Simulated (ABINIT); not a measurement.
# SnSe (Fm-3m) in ABINIT: further runs

The runs below take SnSe through band structure, equation of state, with PBEsol, BLYP, BP86+D3(BJ), BP86+D3.

Program: ABINIT 10.8.3 (patched build). These are calculated values, not measurements. Logs are shortened: lines on timing, memory, paths and dates and some standing lists are left out, and cuts for length are marked. The log counts tension as positive stress, the text compression.

## 1. The crystal as given

The structure is cubic, space group Fm-3m (No. 225). Conventional cell: a = 6.020 Å, b = 6.020 Å, c = 6.020 Å, α = 90.00°, β = 90.00°, γ = 90.00°. Sn (site symmetry m-3m) is surrounded by 6 Se at 3.01 Å. Se (site symmetry m-3m) has 6 Sn at 3.01 Å as nearest neighbours.

Measurements of this composition are mostly on another form, of space group No. 62.

## 2. Band structure, PBEsol, spin-orbit coupling, no magnetisation

run.abi reads:

```
# Datasets: ground state, then fixed potential
ndtset 2

# Pseudopotentials
pp_dirpath "./"
pseudos "Sn.GGA_PBE-JTH_sp.xml, Se.GGA_PBE-JTH.xml"

# Structure
acell 3*1.0
rprim
     0.0000000000     5.6880756351     5.6880756351
     5.6880756351     0.0000000000     5.6880756351
     5.6880756351     5.6880756351     0.0000000000
ntypat 2
znucl 50 34
natom 2
typat 1 2
xred
     0.0000000000     0.0000000000     0.0000000000
     0.5000000000     0.5000000000     0.5000000000

# Plane-wave basis
ecut 15.0
pawecutdg 30.0

# Exchange and correlation
ixc -116133

# Bands and occupations
occopt 3
tsmear 0.05 eV

# Spin
nspinor 2
nspden 1
pawspnorb 1

# SCF cycle
nstep 100

# Output
iomode 3
prtwf 0
prteig 0
prtebands 0
enunit 1
prtden1 1

# Dataset 1
kptopt1 4
ngkpt1 8 8 8
nshiftk1 1
shiftk1 0.0 0.0 0.0
nband1 18
tolvrs1 1.0e-9

# Dataset 2: bands along G-X-W-K-G-L-U-W-L-K
iscf2 -2
getden2 1
nband2 26
nbdbuf2 2
tolwfr2 1.0e-12
kptopt2 -9
ndivsm2 6
prteig2 1
prtvol2 -3
kptbounds2
     0.0000000000     0.0000000000     0.0000000000
     0.5000000000     0.0000000000     0.5000000000
     0.5000000000     0.2500000000     0.7500000000
     0.3750000000     0.3750000000     0.7500000000
     0.0000000000     0.0000000000     0.0000000000
     0.5000000000     0.5000000000     0.5000000000
     0.6250000000     0.2500000000     0.6250000000
     0.5000000000     0.2500000000     0.7500000000
     0.5000000000     0.5000000000     0.5000000000
     0.3750000000     0.3750000000     0.7500000000
```

Potentials or basis: JTH PAW PBE v2.0 sp.

Command:

```
abinit run.abi > log 2>&1
```

run.abo:

```text
.Version 10.8.3 of ABINIT
 DATASET    1 : space group F4 3 2 (#209); Bravais cF (face-center cubic)
================================================================================
 Values of the parameters that define the memory need for DATASET  1.
     intxc =       0    ionmov =       0      iscf =      17    lmnmax =      13
     lnmax =       5     mgfft =      30  mpssoang =       3    mqgrid =    3001
     natom =       2  nloc_mem =       2    nspden =       1   nspinor =       2
    nsppol =       1      nsym =      24    n1xccc =       1    ntypat =       2
    occopt =       3   xclevel =       2
       mpw =        1036          nfft =       27000          nkpt =          32
 PAW method is used; the additional fine FFT grid is defined by:
   mgfftf=        40    nfftf =     64000
================================================================================
================================================================================

 DATASET    2 : space group F4 3 2 (#209); Bravais cF (face-center cubic)
================================================================================
 Values of the parameters that define the memory need for DATASET  2.
     intxc =       0    ionmov =       0      iscf =      -2    lmnmax =      13
     lnmax =       5     mgfft =      30  mpssoang =       3    mqgrid =    3001
     natom =       2  nloc_mem =       2    nspden =       1   nspinor =       2
    nsppol =       1      nsym =      24    n1xccc =       1    ntypat =       2
    occopt =       3   xclevel =       2
       mpw =        1038          nfft =       27000          nkpt =         103
 PAW method is used; the additional fine FFT grid is defined by:
   mgfftf=        40    nfftf =     64000
================================================================================
================================================================================

--------------------------------------------------------------------------------
------------- Echo of variables that govern the present computation ------------
--------------------------------------------------------------------------------
 -outvars: echo values of preprocessed input variables --------
            acell      1.0000000000E+00  1.0000000000E+00  1.0000000000E+00 Bohr
              amu      1.18710000E+02  7.89600000E+01
             ecut      1.50000000E+01 Hartree
           enunit           1
           getden1          0
           getden2          1
             iscf1         17
             iscf2         -2
              ixc     -116133
           jdtset        1    2
           kptopt1          4
           kptopt2         -9
         kptrlatt        8    0    0      0    8    0      0    0    8
          kptrlen1     6.43532297E+01
          kptrlen2     3.00000000E+01
            natom           2
            nband1         18
            nband2         26
           nbdbuf1          0
           nbdbuf2          2
           ndtset           2
           ndivsm1          0
           ndivsm2          6
            ngfft          30      30      30
          ngfftdg          40      40      40
             nkpt1         32
             nkpt2        103
          nspinor           2
            nstep         100
             nsym          24
           ntypat           2
           occopt           3
        pawcpxocc           2
        pawecutdg      3.00000000E+01 Hartree
        pawspnorb           1
         pawxcdev           0
        prtebands           0
           prteig1          0
           prteig2          1
           prtvol1          0
           prtvol2         -3
            prtwf           0
            rprim      0.0000000000E+00  5.6880756351E+00  5.6880756351E+00
                       5.6880756351E+00  0.0000000000E+00  5.6880756351E+00
                       5.6880756351E+00  5.6880756351E+00  0.0000000000E+00
           shiftk1     0.00000000E+00  0.00000000E+00  0.00000000E+00
[... 238 lines left out ...]
         ecut(hartree)=     15.000   => boxcut(ratio)=   2.14147

 Fine grid specifications (used for densities):

 getcut: wavevector=  0.0000  0.0000  0.0000  ngfft=  40  40  40
         ecut(hartree)=     30.000   => boxcut(ratio)=   2.01676
--------------------------------------------------------------------------------

================================================================================
 Non-SCF case, kpt    1 (  0.00000  0.00000  0.00000), residuals and eigenvalues=
  3.43E-13  7.80E-13  4.04E-13  7.20E-13  3.98E-13  9.78E-13  1.40E-13  3.00E-13
  2.05E-13  5.23E-13  3.70E-13  2.35E-13  4.49E-13  3.93E-13  4.00E-13  5.44E-13
  3.90E-13  4.93E-13  2.98E-13  5.97E-13  1.49E-13  4.24E-13  9.28E-13  6.12E-13
  1.49E-08  4.64E-07
 -4.6103E-01 -4.6103E-01 -1.3833E-01 -1.3833E-01 -4.1187E-02 -4.1187E-02
 -2.5262E-02 -2.5262E-02 -2.5262E-02 -2.5262E-02  1.8801E-01  1.8801E-01
  2.1719E-01  2.1719E-01  2.1719E-01  2.1719E-01  2.6199E-01  2.6199E-01
  2.6199E-01  2.6199E-01  2.6343E-01  2.6343E-01  3.4795E-01  3.4795E-01
  3.4795E-01  3.4795E-01
 Non-SCF case, kpt    2 (  0.02941  0.00000  0.02941), residuals and eigenvalues=
[... 1005 lines left out ...]
 -6.4541E-02 -6.4541E-02 -3.5728E-02 -3.5728E-02  1.5662E-01  1.5662E-01
  1.7414E-01  1.7414E-01  2.3787E-01  2.3787E-01  2.5241E-01  2.5241E-01
  3.9934E-01  3.9934E-01  4.0927E-01  4.0927E-01  4.9604E-01  4.9604E-01
  5.3391E-01  5.3391E-01
 Non-SCF case, kpt  103 (  0.37500  0.37500  0.75000), residuals and eigenvalues=
  2.58E-13  4.24E-13  2.52E-13  4.99E-13  2.23E-13  2.69E-13  2.97E-13  5.49E-13
  7.05E-13  8.27E-13  3.31E-13  3.75E-13  2.83E-13  7.50E-13  1.37E-13  2.74E-13
  2.44E-13  9.20E-13  4.01E-13  5.01E-13  4.51E-13  6.92E-13  7.56E-13  6.17E-13
  7.71E-11  4.06E-09
 -4.1766E-01 -4.1766E-01 -2.0936E-01 -2.0936E-01 -1.3843E-01 -1.3843E-01
 -6.8307E-02 -6.8307E-02 -4.2272E-02 -4.2272E-02  1.6411E-01  1.6411E-01
  1.8298E-01  1.8298E-01  2.3985E-01  2.3985E-01  2.4601E-01  2.4601E-01
  4.1047E-01  4.1047E-01  4.1806E-01  4.1806E-01  4.9866E-01  4.9866E-01
  5.2200E-01  5.2200E-01

--- !ResultsGS
iteration_state: {dtset: 2, }
comment   : Summary of ground state results
lattice_vectors:
- [  0.0000000,   5.6880756,   5.6880756, ]
- [  5.6880756,   0.0000000,   5.6880756, ]
- [  5.6880756,   5.6880756,   0.0000000, ]
lattice_lengths: [   8.04415,    8.04415,    8.04415, ]
lattice_angles: [ 60.000,  60.000,  60.000, ] # degrees, (23, 13, 12)
lattice_volume:   3.6806632E+02
convergence: {deltae:  0.000E+00, res2:  0.000E+00, residm:  9.975E-13, diffor:  0.000E+00, }
etotal    :  -1.32304020E+01
entropy   :   0.00000000E+00
fermie    :   5.64256818E-02
cartesian_stress_tensor: null
pressure_GPa: null
xred      :
- [  0.0000E+00,   0.0000E+00,   0.0000E+00, Sn]
- [  5.0000E-01,   5.0000E-01,   5.0000E-01, Se]
cartesian_forces: null
force_length_stats: {min: null, max: null, mean: null, }
...

 Integrated electronic density in atomic spheres:
 ------------------------------------------------
 Atom  Sphere_radius  Integrated_density
    1        2.70162          2.22840274
    2        2.21132          3.86608255

================================================================================

 ----iterations are completed or convergence reached----

 Mean square residual over all n,k,spin=   48.055E-14; max=  99.755E-14
 reduced coordinates (array xred) for    2 atoms
       0.000000000000      0.000000000000      0.000000000000
       0.500000000000      0.500000000000      0.500000000000

 cartesian coordinates (angstrom) at end:
    1      0.00000000000000     0.00000000000000     0.00000000000000
    2      3.00999999794551     3.00999999794551     3.00999999794551
 length scales=  1.000000000000  1.000000000000  1.000000000000 bohr
              =  0.529177210544  0.529177210544  0.529177210544 angstroms
 Eigenvalues (   eV  ) for nkpt= 103  k points:
 kpt#   1, nband= 26, wtk=  1.00000, kpt=  0.0000  0.0000  0.0000 (reduced coord)
 -12.54530  -12.54530   -3.76410   -3.76410   -1.12075   -1.12075   -0.68741   -0.68741
  -0.68741   -0.68741    5.11595    5.11595    5.90996    5.90996    5.90996    5.90996
   7.12915    7.12915    7.12915    7.12915    7.16834    7.16834    9.46816    9.46816
   9.46817    9.46821
 kpt#   2, nband= 26, wtk=  1.00000, kpt=  0.0294  0.0000  0.0294 (reduced coord)
 -12.53701  -12.53701   -3.81357   -3.81357   -1.10922   -1.10922   -0.70363   -0.70363
  -0.64124   -0.64124    5.04396    5.04396    5.77384    5.77384    5.88706    5.88706
   7.06662    7.06662    7.19603    7.19603    7.23452    7.23452    9.47961    9.47961
   9.62142    9.62151
 kpt#   3, nband= 26, wtk=  1.00000, kpt=  0.0588  0.0000  0.0588 (reduced coord)
 -12.51229  -12.51229   -3.94711   -3.94711   -1.10938   -1.10938   -0.75121   -0.75121
  -0.48415   -0.48415    4.76700    4.76700    5.53650    5.53650    5.83646    5.83646
   6.87666    6.87666    7.38533    7.38533    7.44559    7.44559    9.51436    9.51436
   9.90685    9.90929
 kpt#   4, nband= 26, wtk=  1.00000, kpt=  0.0882  0.0000  0.0882 (reduced coord)
 -12.47158  -12.47158   -4.13288   -4.13288   -1.15348   -1.15348   -0.82713   -0.82713
[... 484 lines left out ...]
 -11.40095  -11.40095   -5.98015   -5.98015   -3.39756   -3.39756   -1.63443   -1.63443
  -0.76537   -0.76537    3.99087    3.99087    4.45745    4.45745    6.25272    6.25272
   7.18763    7.18763   10.53361   10.53361   10.97718   10.97718   13.54427   13.54427
  14.70428   14.71845
 kpt# 102, nband= 26, wtk=  1.00000, kpt=  0.3875  0.3875  0.7250 (reduced coord)
 -11.37738  -11.37738   -5.82737   -5.82737   -3.63083   -3.63083   -1.75625   -1.75625
  -0.97221   -0.97221    4.26189    4.26189    4.73863    4.73863    6.47269    6.47269
   6.86834    6.86834   10.86657   10.86657   11.13682   11.13682   13.49781   13.49781
  14.52842   14.52855
 kpt# 103, nband= 26, wtk=  1.00000, kpt=  0.3750  0.3750  0.7500 (reduced coord)
 -11.36509  -11.36509   -5.69689   -5.69689   -3.76685   -3.76685   -1.85874   -1.85874
  -1.15028   -1.15028    4.46576    4.46576    4.97906    4.97906    6.52655    6.52655
   6.69419    6.69419   11.16945   11.16945   11.37608   11.37608   13.56927   13.56927
  14.20431   14.20431

== END DATASET(S) ==============================================================
================================================================================

 -outvars: echo values of variables after computation  --------
            acell      1.0000000000E+00  1.0000000000E+00  1.0000000000E+00 Bohr
           etotal1    -1.3230402031E+01
            fcart1    -0.0000000000E+00 -0.0000000000E+00 -0.0000000000E+00
                      -0.0000000000E+00 -0.0000000000E+00 -0.0000000000E+00
            rprim      0.0000000000E+00  5.6880756351E+00  5.6880756351E+00
                       5.6880756351E+00  0.0000000000E+00  5.6880756351E+00
                       5.6880756351E+00  5.6880756351E+00  0.0000000000E+00
           strten1     7.2041660956E-05  7.2041660956E-05  7.2041660956E-05
                       0.0000000000E+00  0.0000000000E+00  0.0000000000E+00
           xangst      0.0000000000E+00  0.0000000000E+00  0.0000000000E+00
                       3.0099999979E+00  3.0099999979E+00  3.0099999979E+00
             xred      0.0000000000E+00  0.0000000000E+00  0.0000000000E+00
                       5.0000000000E-01  5.0000000000E-01  5.0000000000E-01
 Calculation completed.
```

Wall time 2.1 min (1 thread of Arm Neoverse V2, shared host); peak memory 0.18 GiB.

Results:

| Item | Value |
| --- | --- |
| Free energy | -360.0176 eV |
| Band gap on the k mesh | 0.70 eV, direct |
| Valence electrons inside the program's atomic spheres | Sn 2.23; Se 3.87 |

Levels at the corners of the path, in eV from the valence-band top:
```tsv
point	band 8	band 9	band 10	band 11	band 12	band 13
Γ	-2.00	-2.00	-2.00	3.81	3.81	4.60
X	-3.75	-3.49	-3.49	2.94	2.94	5.08
W	-4.70	-0.78	-0.78	1.46	1.46	4.73
K	-3.17	-2.46	-2.46	3.16	3.16	3.67
Γ	-2.00	-2.00	-2.00	3.81	3.81	4.60
L	-1.81	-0.10	-0.10	0.60	0.60	1.08
U	-3.17	-2.46	-2.46	3.16	3.16	3.67
W	-4.70	-0.78	-0.78	1.46	1.46	4.73
L	-1.81	-0.10	-0.10	0.60	0.60	1.08
K	-3.17	-2.46	-2.46	3.16	3.16	3.67
```

Caveat: the cutoff is too short for stress, so the log's stress isn't used; the PAW data sets were made with another functional, which shifts forces and pressure a little; this set keeps more shells in the core, which shifts pressures and gaps.

## 3. Band structure, BLYP

run.abi reads:

```
ndtset 2

pp_dirpath "./"
pseudos "Sn.GGA_PBE-JTH.xml, Se.GGA_PBE-JTH.xml"

acell 8.044153707 8.044153707 8.044153707
rprim
     0.0000000000     0.7071067812     0.7071067812
     0.7071067812     0.0000000000     0.7071067812
     0.7071067812     0.7071067812     0.0000000000
ntypat 2
znucl 50 34
natom 2
typat 1 2
xcart
     0.0000000000     0.0000000000     0.0000000000
     3.0100000000     3.0100000000     3.0100000000 Angstrom

ecut 408.170794 eV
pawecutdg 30.0

ixc -106131

occopt 3
tsmear 0.00183747

nstep 100

iomode 3
prtwf 0
prteig 0
prtebands 0
enunit 1
prtden1 1
prtvha1 1
prtvclmb1 1
prtpot1 1

kptopt1 1
ngkpt1 8 8 8
nshiftk1 1
shiftk1 0.0 0.0 0.0
nband1 14
tolvrs1 1.0e-9

iscf2 -2
getden2 1
nband2 18
nbdbuf2 2
tolwfr2 1.0e-12
kptopt2 -9
ndivsm2 8
prteig2 1
kptbounds2
     0.0000000000     0.0000000000     0.0000000000
     0.5000000000     0.0000000000     0.5000000000
     0.5000000000     0.2500000000     0.7500000000
     0.3750000000     0.3750000000     0.7500000000
     0.0000000000     0.0000000000     0.0000000000
     0.5000000000     0.5000000000     0.5000000000
     0.6250000000     0.2500000000     0.6250000000
     0.5000000000     0.2500000000     0.7500000000
     0.5000000000     0.5000000000     0.5000000000
     0.3750000000     0.3750000000     0.7500000000
```

Potentials or basis: JTH PAW PBE v2.0.

Command:

```
abinit run.abi > log 2>&1
```

Wall time 56 s (1 thread of Arm Neoverse V2, shared host); peak memory 0.14 GiB.

Results (log left out):

| Item | Value |
| --- | --- |
| Free energy | -2155.4134 eV |
| Band gap on the k mesh | 0.38 eV, direct |
| Valence electrons inside the program's atomic spheres | Sn 11.79; Se 3.93 |

Levels at the corners of the path, in eV from the valence-band top:
```
point  band 8  band 9  band 10  band 11  band 12  band 13
    Γ   -2.35   -2.35    -2.35     4.07     4.07     4.07
    X   -5.52   -3.75    -3.75     3.22     5.09     5.09
    W   -4.77   -4.77    -1.01     1.31     4.70     4.70
    K   -5.12   -3.28    -2.64     3.11     3.39     5.17
    Γ   -2.35   -2.35    -2.35     4.07     4.07     4.07
    L   -2.07   -2.07    -0.06     0.32     1.07     1.07
    U   -5.12   -3.28    -2.64     3.11     3.39     5.17
    W   -4.77   -4.77    -1.01     1.31     4.70     4.70
    L   -2.07   -2.07    -0.06     0.32     1.07     1.07
    K   -5.12   -3.28    -2.64     3.11     3.39     5.17
```

Caveat: the cutoff is too short for stress, so the log's stress isn't used; the PAW data sets were made with another functional, which shifts forces and pressure a little; spin-orbit coupling is left out, which moves the levels of the heavy elements. A k mesh can miss the band edges.

## 4. Equation of state, BP86+D3(BJ)

run.abi reads:

```
ndtset 7
getwfk -1
scalecart1 3*0.9795861087
scalecart2 3*0.9864848297
scalecart3 3*0.9932883884
scalecart4 3*1.0000000000
scalecart5 3*1.0066227096
scalecart6 3*1.0131594038
scalecart7 3*1.0196128224

pp_dirpath "./"
pseudos "Sn.GGA_PBE-JTH.xml, Se.GGA_PBE-JTH.xml"

acell 8.044153707 8.044153707 8.044153707
rprim
     0.0000000000     0.7071067812     0.7071067812
     0.7071067812     0.0000000000     0.7071067812
     0.7071067812     0.7071067812     0.0000000000
ntypat 2
znucl 50 34
natom 2
typat 1 2
xred
     0.0000000000     0.0000000000     0.0000000000
     0.5000000000     0.5000000000     0.5000000000

ecut 15.0
pawecutdg 30.0

kptopt 1
ngkpt 8 8 8
nshiftk 1
shiftk 0.0 0.0 0.0

ixc -106132
vdw_xc 7

nband 14
occopt 3
tsmear 0.05 eV

nstep 100
tolvrs 1.0e-9

iomode 3
prtwf 1
prtden 0
prteig 0
prtebands 0
enunit 1
```

Command:

```
abinit run.abi > log 2>&1
```

Wall time 80 s (1 thread of Arm Neoverse V2, shared host); peak memory 0.14 GiB.

Results (log left out):

```
Equilibrium volume : 25.52 Å³/atom (rough: see the caveat)
Bulk modulus       : 65 GPa (rough)
```

Energy against volume, from the lowest point:
| volume (Å³/atom) | energy (meV/atom) |
| --- | --- |
| 25.635 | 0.00 |
| 26.180 | 3.25 |
| 26.725 | 10.31 |
| 27.271 | 20.68 |
| 27.816 | 33.99 |
| 28.362 | 49.86 |
| 28.907 | 67.47 |

Caveat: the cutoff is too short for stress, so the log's stress isn't used; pressures at fixed basis lie under the slope of the energies; the minimum lies outside the volumes run; the PAW data sets were made with another functional, which shifts forces and pressure a little.

## 5. Equation of state, BP86+D3

run.abi reads:

```
# Datasets: one volume each
ndtset 7
getwfk -1
scalecart1 3*0.9795861087
scalecart2 3*0.9864848297
scalecart3 3*0.9932883884
scalecart4 3*1.0000000000
scalecart5 3*1.0066227096
scalecart6 3*1.0131594038
scalecart7 3*1.0196128224

# Pseudopotentials
pp_dirpath "./"
pseudos "Sn.GGA_PBE-JTH.xml, Se.GGA_PBE-JTH.xml"

# Structure
acell 3*1.0 Angstrom
rprim
     0.0000000000     3.0100000000     3.0100000000
     3.0100000000     0.0000000000     3.0100000000
     3.0100000000     3.0100000000     0.0000000000
ntypat 2
znucl 50 34
natom 2
typat 1 2
xred
     0.0000000000     0.0000000000     0.0000000000
     0.5000000000     0.5000000000     0.5000000000

# Plane-wave basis
ecut 15.0
pawecutdg 30.0

# k points
kptopt 1
ngkpt 8 8 8
nshiftk 1
shiftk 0.0 0.0 0.0

# Exchange and correlation
ixc -106132
vdw_xc 6

# Bands and occupations
nband 14
occopt 3
tsmear 0.05 eV

# SCF cycle
nstep 100
tolvrs 1.0e-9

# Output
iomode 3
prtwf 1
prtden 0
prteig 0
prtebands 0
```

Command:

```
abinit run.abi > log 2>&1
```

Run time: 80 s. Hardware: 1 thread of Arm Neoverse V2, shared host; peak memory 0.14 GiB.

Results (log left out):

```
Equilibrium volume                      : 26.92 Å³/atom
Bulk modulus                            : 50 GPa
Pressure derivative of the bulk modulus : 5.1 (rough: it moves with the points fitted)
```

Energy against volume, from the lowest point:
```
volume (Å³/atom)  energy (meV/atom)
          25.635              10.35
          26.180               3.13
          26.725               0.00
          27.271               0.44
          27.816               4.10
          28.362              10.64
          28.907              19.55
```

Caveat: the cutoff is too short for stress, so the log's stress isn't used; pressures at fixed basis lie under the slope of the energies; the PAW data sets were made with another functional, which shifts forces and pressure a little.

## 6. The runs side by side

```tsv
task	level	potentials or basis	spin	gap on the mesh (eV)
band structure	PBEsol	JTH PAW PBE v2.0 sp	SOC, no magnetisation	0.70
band structure	BLYP	JTH PAW PBE v2.0	off	0.38
equation of state	BP86+D3(BJ)	JTH PAW PBE v2.0	off	-
equation of state	BP86+D3	JTH PAW PBE v2.0	off	-
```

Alike in all rows: cell as given; k mesh 8 × 8 × 8; cutoff (eV) 408; smearing fermi-dirac 0.05 eV.

Caveats: the PAW data sets were made with another functional, which shifts forces and pressure a little; pressures at fixed basis lie under the slope of the energies (some runs); this set keeps more shells in the core, which shifts pressures and gaps (some runs); spin-orbit coupling is left out, which moves the levels of the heavy elements (some runs); the minimum lies outside the volumes run (some runs).

Absolute energies hang on the potentials; compare differences alone.
